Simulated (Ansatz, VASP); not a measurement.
## One calculation of CuI, two programs

File POSCAR:

```
CuI
1.0
    4.2315281169      0.0000000000      0.0000000000
   -2.1157640585      3.6646108460      0.0000000000
    0.0000000000      0.0000000000      6.4649844339
Cu I
2 2
Direct
    0.0000000000      0.0000000000      0.0000000000
    0.0000000000      0.0000000000      0.5000000000
    0.3333333333      0.6666666667      0.2500000000
    0.6666666667      0.3333333333      0.7500000000
```

Contents of INCAR.step1:

```
SYSTEM = CuI
PREC     = Accurate       ! precision mode
ENCUT    = 520            ! plane-wave cutoff, eV
ISMEAR   = 0              ! smearing method
SIGMA    = 0.01           ! smearing width, eV
LREAL    = .FALSE.        ! projectors in reciprocal space
LASPH    = .TRUE.         ! aspherical terms in the spheres
NELM     = 80             ! most SCF steps
NBANDS   = 26             ! bands
GGA      = PE             ! functional
ALGO     = Normal         ! electronic algorithm
EDIFF    = 1E-4           ! SCF threshold, eV
LWAVE    = .TRUE.         ! write WAVECAR
LCHARG   = .FALSE.        ! write CHGCAR
```

Contents of INCAR.step2:

```
SYSTEM = CuI
PREC     = Accurate       ! precision mode
ENCUT    = 520            ! plane-wave cutoff, eV
EDIFF    = 1E-6           ! SCF threshold, eV
ISMEAR   = 0              ! smearing method
SIGMA    = 0.01           ! smearing width, eV
LREAL    = .FALSE.        ! projectors in reciprocal space
LASPH    = .TRUE.         ! aspherical terms in the spheres
NELM     = 80             ! most SCF steps
ALGO     = Normal         ! electronic algorithm
ISIF     = 2              ! what is computed and relaxed
LWAVE    = .FALSE.        ! write WAVECAR
LCHARG   = .FALSE.        ! write CHGCAR
METAGGA  = R2SCAN         ! meta-GGA
LMIXTAU  = .TRUE.       
NBANDS   = 26             ! bands
ISTART   = 1
```

File KPOINTS:

```
regular mesh
0
G
  12 12 4
  0 0 0
```

Input for Ansatz:

```yaml
crystal:
  lattice:
    - [4.2315281169, 0.0, 0.0]
    - [-2.1157640585, 3.664610846, 0.0]
    - [0.0, 0.0, 6.4649844339]
  atoms:
    - { symbol: Cu, position: [0.0, 0.0, 0.0] }
    - { symbol: Cu, position: [0.0, 0.0, 0.5] }
    - { symbol: I, position: [0.3333333333, 0.6666666667, 0.25] }
    - { symbol: I, position: [0.6666666667, 0.3333333333, 0.75] }
kpoints:
  mp_grid: { grid: [12, 12, 4] }
  band_path:
    path:
      - [0.0, 0.0, 0.0]
      - [0.5, 0.0, 0.0]
      - [0.3333333333, 0.3333333333, 0.0]
      - [0.0, 0.0, 0.5]
      - [0.5, 0.0, 0.5]
      - [0.3333333333, 0.3333333333, 0.5]
    npoints: 1
hamiltonian:
  xc: r2scan
scf:
  occupations: { method: fixed }
  n_extra_bands: 5
output:
  forces: true
  stress: true
  eigenvalues: true
```

Change from the starting cell: hydrostatic strain +2.0%.

Alike in both runs: task single point; functional r2SCAN; k mesh 12 × 12 × 4; no spin polarisation.

|  | VASP | Ansatz |
| --- | --- | --- |
| version | VASP 6.6.1 | Ansatz 0.2.0 |
| potentials or method | VASP PAW PBE potentials, release 64 (Cu, I) | plane waves, PAW |
| plane-wave cutoff (eV) | 520 | 500 |
| occupations | gaussian, width 0.01 eV | fixed |
| valence electrons in the cell | 36 | 72 |

|  | VASP | Ansatz | Ansatz less VASP |
| --- | --- | --- | --- |
| gap on the k mesh at the Fermi level (eV) | 0.94 | 0.95 | +0.009 |
| pressure (GPa) | -2.7 | -2.6 | +0.11 |

The two sets of potentials don't hold the same shells in valence.

Caveats: the PAW data sets were made with another functional, which shifts forces and pressure a little (VASP); spin-orbit coupling is left out, which moves the levels of the heavy elements. A k mesh can miss the band edges.
